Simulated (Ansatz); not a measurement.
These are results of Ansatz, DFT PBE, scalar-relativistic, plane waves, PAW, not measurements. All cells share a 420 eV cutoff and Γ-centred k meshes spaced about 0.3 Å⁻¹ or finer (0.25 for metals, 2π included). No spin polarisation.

A search over trial structures of GaH gave this relaxed cell.

```cif
data_structure
_symmetry_space_group_name_H-M 'P 1'
_symmetry_Int_Tables_number 1
_cell_length_a 2.7853
_cell_length_b 2.7853
_cell_length_c 3.5382
_cell_angle_alpha 90.000
_cell_angle_beta 90.000
_cell_angle_gamma 120.000
_cell_volume 23.77
loop_
_atom_site_label
_atom_site_type_symbol
_atom_site_fract_x
_atom_site_fract_y
_atom_site_fract_z
_atom_site_occupancy
Ga1 Ga 0.00000 0.00000 0.00000 1
H1 H 0.00000 0.00000 0.50000 1
```

Problem. Is it a true minimum?

Solution. As far as tested, yes. The phonons on a 3×3×4 q mesh of the computed 2-atom cell show no imaginary mode. (Phonon run: 18×18×16 k mesh, Gaussian smearing of 0.10 eV.) After random moves of the atoms it relaxes back. The optical modes at Γ run from 424 to 1326 cm⁻¹, and the highest mode on the mesh lies at 1412 cm⁻¹. Ga is surrounded by 2 H at 1.77 Å; H is surrounded by 2 Ga at 1.77 Å. The phonon run warned that its eigensolver hadn't fully converged.

Phonons of metals hang on the k mesh and the smearing.
